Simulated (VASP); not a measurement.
Here is a VASP 6.6.1 calculation.

The input INCAR:

```
  PREC = Accurate
  ENCUT = 600
  EDIFF = 1E-7
  ISMEAR = 0
  SIGMA = 0.03
  LREAL = F
  LASPH = T
  NELM = 80
  ALGO = Normal
  ISIF = 3
  LWAVE = F
  LCHARG = F
  GGA = CA
  IBRION = 2
  NSW = 90
  EDIFFG = -0.005
  LATTICE_CONSTRAINTS = .TRUE. .TRUE. .FALSE.
```

Contents of KPOINTS:

```
regular mesh
0
Gamma
  9 9 1
```

Contents of POSCAR:

```
PtSe2                                   
1.0
    3.6765085947     -0.0000000000      0.0000000000
   -1.8382542974      3.1839498367      0.0000000000
    0.0000000000      0.0000000000     20.5310000000
  Se              Pt            
     2     1
Direct
     0.6666666699999979    0.3333333300000021    0.4370090562312366
     0.3333333300000021    0.6666666699999979    0.5629909437687635
     0.0000000000000000    0.0000000000000000    0.5000000000000000
```

Potentials or basis: VASP PAW LDA potentials, release 64 (Se, Pt).

Run with:

```sh
$ cat potpaw_LDA.64/Se/POTCAR potpaw_LDA.64/Pt/POTCAR > POTCAR
$ mpirun -np 1 vasp_std > vasp.out
```

(1) Predict the band gap on the k mesh.

(2) Predict the relaxed cell.

(3) Estimate the relaxed volume.

(4) Predict the space group after relaxing (to 0.05 Å).

## Answers

(1) 1.35 eV, indirect (least direct gap 1.54 eV).

(2) a = 3.676 Å, b = 3.676 Å, c = 20.531 Å, α = 90.00°, β = 90.00°, γ = 120.00°.

(3) 80.09 Å³/atom.

(4) P-3m1 (No. 164).

Caveat: spin-orbit coupling is left out, which moves the levels of the heavy elements.
